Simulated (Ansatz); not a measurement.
# ZnSnP2: the cell at several levels of theory

How does the equilibrium cell of ZnSnP2 in the database structure depend on the functional? It is relaxed with PBE, r2SCAN, PBEsol and LDA.

Code: Ansatz 0.2.0. PAW datasets, plane waves, zero pressure. The values are computed, spin-unpolarised, and not measurements.

**1. The cell**

It is tetragonal, I-42d (No. 122); conventional cell a = 5.648 Å, c = 11.324 Å, 22.57 Å³ an atom. Zn has 4 P at 2.38 Å; Sn has 4 P at 2.52 Å; P has 2 Zn at 2.38 Å and 2 Sn at 2.52 Å.

Structure file:

```
CELL_PARAMETERS angstrom
-2.82375 2.82375 5.66217
2.82375 -2.82375 5.66217
2.82375 2.82375 -5.66217
ATOMIC_POSITIONS crystal
Zn 0.75000 0.25000 0.50000
Zn 0.00000 0.00000 0.00000
Sn 0.25000 0.75000 0.50000
Sn 0.50000 0.50000 0.00000
P 0.37500 0.35362 0.47862
P 0.64638 0.12500 0.02138
P 0.10362 0.62500 0.97862
P 0.87500 0.89638 0.52138
```

**2. Relaxation with PBE**

File input.yaml:

```yaml
crystal:
  lattice:
    - [-2.823750704, 2.823750704, 5.6621699048]
    - [2.823750704, -2.823750704, 5.6621699048]
    - [2.823750704, 2.823750704, -5.6621699048]
  atoms:
    - { symbol: Zn, position: [0.75, 0.25, 0.5] }
    - { symbol: Zn, position: [0.0, 0.0, 0.0] }
    - { symbol: Sn, position: [0.25, 0.75, 0.5] }
    - { symbol: Sn, position: [0.5, 0.5, 0.0] }
    - { symbol: P, position: [0.375, 0.35362308, 0.47862308] }
    - { symbol: P, position: [0.64637692, 0.125, 0.02137692] }
    - { symbol: P, position: [0.10362308, 0.625, 0.97862308] }
    - { symbol: P, position: [0.875, 0.89637692, 0.52137692] }
kpoints:
  mp_grid: { grid: [6, 6, 6] }
hamiltonian:
  xc: pbe
scf:
  occupations: { method: fermi_dirac, width: 0.02 }
relax:
  f_tol: 0.005
  cell: {}
```

On the command line:

```bash
$ ansatz run input.yaml --threads 8 --pin off --max-ram 20275MiB --backend cpu --events-out ev --progress --plain --runs-dir out
```

Further steps of the session: r2SCAN: cell and atoms; Relaxation with PBEsol; Relaxation with LDA.

**Question.** What will these runs give? Wanted: for each run, a; c; volume; space group; SCF geometries.

**Answer**, as computed:

```
 level  a (Å)   c (Å)  volume (Å³/atom)  space group  SCF geometries
   PBE  5.702  11.434            23.236        I-42d               5
r2SCAN  5.650  11.327            22.603        I-42d               5
PBEsol  5.621  11.283            22.284        I-42d               5
   LDA  5.571  11.187            21.699        I-42d               5
```

**Reading.** From the start to the first minimum the volume moved by +2.9 %. The volume runs from LDA (least) to PBE (most), a spread of 7.1 %, or 2.3 % in length if all axes shared it alike.
